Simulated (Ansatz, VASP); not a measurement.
## CsH: VASP beside Ansatz

```xyz
2
Lattice="0.0000 3.1880 3.1880 3.1880 0.0000 3.1880 3.1880 3.1880 0.0000" Properties=species:S:1:pos:R:3 pbc="T T T"
Cs    0.0000    0.0250    0.0000
H     3.1880    3.1880    3.1880
```

Change from the starting cell: all Cs atoms moved +0.025 Å, as atom 1 along Cartesian [0 1 0].

Alike in both runs: task single point; functional r2SCAN; k mesh 6 × 6 × 6; occupations gaussian, width 0.05 eV; no spin polarisation.

|  | VASP | Ansatz |
| --- | --- | --- |
| version | VASP 6.6.1 | Ansatz 0.2.0 |
| potentials or method | VASP PAW PBE potentials, release 64 (Cs_sv, H) | scalar-relativistic, plane waves, PAW |
| plane-wave cutoff (eV) | 520 | 500 |
| valence electrons in the cell | 10 | 10 |

Ansatz gave:

| Quantity | Value |
| --- | --- |
| gap on the k mesh at the Fermi level (eV) | 2.68 |
| least direct gap on the mesh (eV) | 2.68 |
| pressure (GPa) | 0.0 |
| rms of the force components (eV/Å) | 0.009 |

Task: Which values does VASP return?

Result: gap on the k mesh at the Fermi level (eV): 2.66; least direct gap on the mesh (eV): 2.66; pressure (GPa): 0.0; rms of the force components (eV/Å): 0.009.

Atom by atom the forces differ by 0.000 eV/Å (rms over components).

Caveats: the PAW data sets were made with another functional, which shifts forces and pressure a little (VASP); spin-orbit coupling is left out, which moves the levels of the heavy elements. A k mesh can miss the band edges.
